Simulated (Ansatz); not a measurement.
**GeO2: pressure series**

Consider GeO₂ in the rutile structure (space group P4_2/mnm, No. 136).

```
CELL_PARAMETERS angstrom
      4.48750     0.00000     0.00000
      0.00000     4.48750     0.00000
      0.00000     0.00000     2.90497
ATOMIC_POSITIONS crystal
  Ge 0.00000 0.00000 0.00000
  Ge 0.50000 0.50000 0.50000
  O  0.30714 0.30714 0.00000
  O  0.80714 0.19286 0.50000
  O  0.19286 0.80714 0.50000
  O  0.69286 0.69286 0.00000
```

Cell and atoms are relaxed at each pressure.

All numbers come from Ansatz (an electronic-structure program) PBE, no SOC.

```
pressure (GPa)  volume per atom (Å³/atom)
--------------  -------------------------
-1                                  9.801
0                                   9.750
0.3                                 9.736
0.7                                     ?
1.5                                 9.677
3                                   9.607
5                                   9.520
7.5                                 9.418
10                                  9.322
```

Question: Fit the third-order Birch–Murnaghan form P(V) = (3B₀/2)[(V₀/V)^(7/3) − (V₀/V)^(5/3)]·[1 + (3/4)(B₀′ − 4)((V₀/V)^(2/3) − 1)] (squares taken in P) to the rows shown and predict the withheld row.

Answer: Least squares on the printed values gives V₀ = 9.750 Å³/atom, B₀ = 195 GPa, B₀′ = 6.0; this predicts 9.716 Å³/atom, and the run gives 9.715 Å³/atom, in agreement.

Measured bulk modulus of GeO2: 251 GPa (room temperature; as listed in Cem Sevik, Ceyhun Bulutay, Journal of Materials Science (2007)); the computed value is for a static lattice, so the two differ by thermal effects too.

Load acts through the strain it causes; cell and atoms are relaxed under it. No phonon test of stability was made. Competing high-pressure phases were not computed.
